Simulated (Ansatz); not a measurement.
An Ansatz run on CSi as one 4-atom ordering (R-3m) on the diamond lattice (no longer in that coordination) left the output below. The starting cell comes from a relaxation with PBE.

Structure:
```
CELL_PARAMETERS angstrom
1.27808 0.73790 7.02502
-1.27808 0.73790 7.02502
0.00000 -1.47580 7.02502
ATOMIC_POSITIONS crystal
C 0.17553 0.17553 0.17553
Si 0.72357 0.72357 0.72357
C 0.82447 0.82447 0.82447
Si 0.27643 0.27643 0.27643
```

Main lines of the log:
```
Pseudopotential: C, paw, valence charge 4, recommended cutoff 500 eV (meta_gga)
Pseudopotential: Si, paw, valence charge 4, recommended cutoff 500 eV (meta_gga)
Functional definition: r2SCAN
Crystal: 4 atoms, lattice volume = 39.752 Å³
Basis set: ecut = 500 eV, 1033 PW (Γ), FFT grids on a1−a3, a2−a3, a3
Bands: 12, of which v1, the nominal top of the filled ones, is band 8 counted from 1 (7 counted from 0)
Symmetry: 12 space group operations
Space group: R-3m (ITA 166)
k-points: 116 of 1000
preconditioner: auto → none  [metal: Δε(μ)=0.014 eV  σ=0.020 eV  ℏωp=23.6 eV  sad-step TF]
SCF 1 converged in 9 iterations: F = -1779.348812 eV  dr2 = 6.00e-9
relax step 1: F+E_penalty+E_count = -1779.34881222 eV  max|allowed force component| = 3.747e-1 eV/Å  Δτ_max = 0.0000 Å  P = -4.570 GPa  Ω = 39.752 Å³
SCF 2 converged in 6 iterations: F = -1779.368713 eV  dr2 = 5.25e-8
relax step 2: F+E_penalty+E_count = -1779.36871312 eV  max|allowed force component| = 2.714e-1 eV/Å  Δτ_max = 0.0144 Å  P = -1.538 GPa  Ω = 39.201 Å³
SCF 3 converged in 6 iterations: F = -1779.377422 eV  dr2 = 1.96e-7
relax step 3: F+E_penalty+E_count = -1779.37742182 eV  max|allowed force component| = 1.932e-1 eV/Å  Δτ_max = 0.0274 Å  P = +2.131 GPa  Ω = 38.674 Å³
SCF 4 converged in 5 iterations: F = -1779.381686 eV  dr2 = 9.20e-8
relax step 4: F+E_penalty+E_count = -1779.38168607 eV  max|allowed force component| = 1.157e-1 eV/Å  Δτ_max = 0.0119 Å  P = +1.179 GPa  Ω = 38.979 Å³
SCF 5 converged in 6 iterations: F = -1779.386077 eV  dr2 = 1.00e-8
relax step 5: F+E_penalty+E_count = -1779.38607715 eV  max|allowed force component| = 1.376e-1 eV/Å  Δτ_max = 0.0253 Å  P = +0.430 GPa  Ω = 39.398 Å³
SCF 6 converged in 7 iterations: F = -1779.383963 eV  dr2 = 1.33e-8
relax step 6: F+E_penalty+E_count = -1779.38396320 eV  max|allowed force component| = 1.590e-1 eV/Å  Δτ_max = 0.0787 Å  P = +1.089 GPa  Ω = 40.287 Å³  (rejected)
SCF 7 converged in 9 iterations: F = -1779.389435 eV  dr2 = 1.08e-12
relax step 7: F+E_penalty+E_count = -1779.38943480 eV  max|allowed force component| = 6.488e-2 eV/Å  Δτ_max = 0.0277 Å  P = -0.101 GPa  Ω = 39.825 Å³
SCF 8 converged in 6 iterations: F = -1779.389841 eV  dr2 = 9.21e-9
relax step 8: F+E_penalty+E_count = -1779.38984123 eV  max|allowed force component| = 3.084e-2 eV/Å  Δτ_max = 0.0147 Å  P = +0.108 GPa  Ω = 39.956 Å³
SCF 9 converged in 5 iterations: F = -1779.389933 eV  dr2 = 2.48e-8
relax step 9: F+E_penalty+E_count = -1779.38993286 eV  max|allowed force component| = 5.103e-3 eV/Å  Δτ_max = 0.0065 Å  P = -0.032 GPa  Ω = 39.895 Å³
SCF 10 converged in 5 iterations: F = -1779.389942 eV  dr2 = 3.24e-9
relax step 10: F+E_penalty+E_count = -1779.38994249 eV  max|allowed force component| = 3.658e-4 eV/Å  Δτ_max = 0.0018 Å  P = +0.019 GPa  Ω = 39.913 Å³
SCF 11 converged in 5 iterations: F = -1779.389943 eV  dr2 = 6.79e-12
relax step 11: F+E_penalty+E_count = -1779.38994332 eV  max|allowed force component| = 4.338e-4 eV/Å  Δτ_max = 0.0000 Å  P = +0.022 GPa  Ω = 39.913 Å³  (SCF on a basis re-selected at this cell)
Free energy (F): -1779.389943 eV
Internal energy: -1779.389381 eV  (E = F + TS)
E sigma→0 (E₀):  -1779.389662 eV
Entropy (-TS):   -0.000563 eV (-0.141 meV/atom)
Fermi energy:    11.581319 eV
--- Stress (GPa, compression-positive) ---
        0.030305       0.000000       0.000000
        0.000000       0.030305       0.000000
        0.000000       0.000000       0.005172
  P = ⅓ Tr σ = 0.0219 GPa (0.219 kbar)
--- Relaxed structure (10 steps of the walk, 9 accepted, 1 SCFs on fresh bases) ---
  F+E_penalty+E_count = -1779.38994332 eV   max|allowed force component| = 4.338e-4 eV/Å
  cell:  # Å, volume = 39.9132 Å³
    - [1.266933, 0.731464, 7.178255]
    - [-1.266933, 0.731464, 7.178255]
    - [0.000000, -1.462928, 7.178255]
  atoms:
    - { symbol: C, position: [0.176720, 0.176720, 0.176720] }
    - { symbol: Si, position: [0.728604, 0.728604, 0.728604] }
    - { symbol: C, position: [0.823280, 0.823280, 0.823280] }
    - { symbol: Si, position: [0.271396, 0.271396, 0.271396] }
```

Q: Write the input file that gave this output.

A:
```yaml
crystal:
  # lattice and atoms as above
kpoints:
  mp_grid: { grid: [10, 10, 10] }
hamiltonian:
  xc: r2scan
scf:
  occupations: { method: fermi_dirac, width: 0.02 }
relax:
  f_tol: 0.005
  cell: {}
```
The relax steps with a changing cell volume need the relax block with cell. This is the file that was run, less any keys that only write grids; thresholds and some counts can't be read off the log exactly.

Run as `ansatz run input.yaml --threads 2 --pin off --max-ram 2211MiB --backend cpu --events-out ev --progress --plain --runs-dir out`. Wall time 46 s on 2 threads of Arm Neoverse V1, with other jobs on the host; peak host memory 0.46 GiB.

No spin polarisation. The prototype was imposed, so other structures may be more stable.
